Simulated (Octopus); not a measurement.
Write the native input for Octopus 16.4 that does the following.

| Item | Value |
| --- | --- |
| Task | single point |
| Functional | PBEsol |
| Potentials or basis | pseudodojo_pbesol (PseudoDojo 0.4, PBEsol) |
| Grid spacing | 0.192 Å |
| k mesh | 8 × 8 × 4 |
| Occupations | fermi-dirac, width 0.05 eV |
| Spin | no spin polarisation |
| Eigensolver | chebyshev_filter |
| k-point symmetries used | yes |
| ConvRelDens | 3e-07 |
| ExtraStates | 8 |
| DerivativesOrder | 8 |

Si:

```
CELL_PARAMETERS angstrom
3.83132 0.00000 0.00000
-1.91566 3.31802 0.00000
0.00000 0.00000 6.33262
ATOMIC_POSITIONS crystal
Si 0.66667 0.33333 0.93699
Si 0.33333 0.66667 0.43699
Si 0.66667 0.33333 0.56301
Si 0.33333 0.66667 0.06301
```

This isn't the form of Si at room conditions, which is diamond.

One way to write it, as run:

inp

```
CalculationMode = gs
UnitsOutput = eV_Angstrom
PeriodicDimensions = 3
ExperimentalFeatures = yes
PseudopotentialSet = pseudodojo_pbesol
%LatticeParameters
 1*angstrom | 1*angstrom | 1*angstrom
%
%LatticeVectors
 3.8313174605 | 0 | 0
 -1.9156587303 | 3.3180182508 | 0
 0 | 0 | 6.3326220002
%
%ReducedCoordinates
 "Si" | 0.6666666667 | 0.3333333333 | 0.9369905
 "Si" | 0.3333333333 | 0.6666666667 | 0.4369905
 "Si" | 0.6666666667 | 0.3333333333 | 0.5630095
 "Si" | 0.3333333333 | 0.6666666667 | 0.0630095
%
%Spacing
 0.19156587*angstrom | 0.19156587*angstrom | 0.19189764*angstrom
%
DerivativesOrder = 8
%KPointsGrid
 8 | 8 | 4
%
KPointsUseSymmetries = yes
XCFunctional = gga_x_pbe_sol + gga_c_pbe_sol
SmearingFunction = fermi_dirac
Smearing = 0.05*eV
ExtraStates = 8
Eigensolver = chebyshev_filter
ConvRelDens = 3e-7
MaximumIter = 120
```

Potentials or basis: pseudodojo_pbesol (PseudoDojo 0.4, PBEsol).

Launch:

```sh
$ OMP_NUM_THREADS=1 octopus > out.log
```

Results of the run:

```json
{"Largest force": "0.009 eV/Å", "Band gap on the k mesh": "0.30 eV, indirect (least direct gap 0.94 eV)"}
```

Wall time 2.7 min on 1 thread of Arm Neoverse V2, with other jobs on the host, peak memory 0.48 GiB.
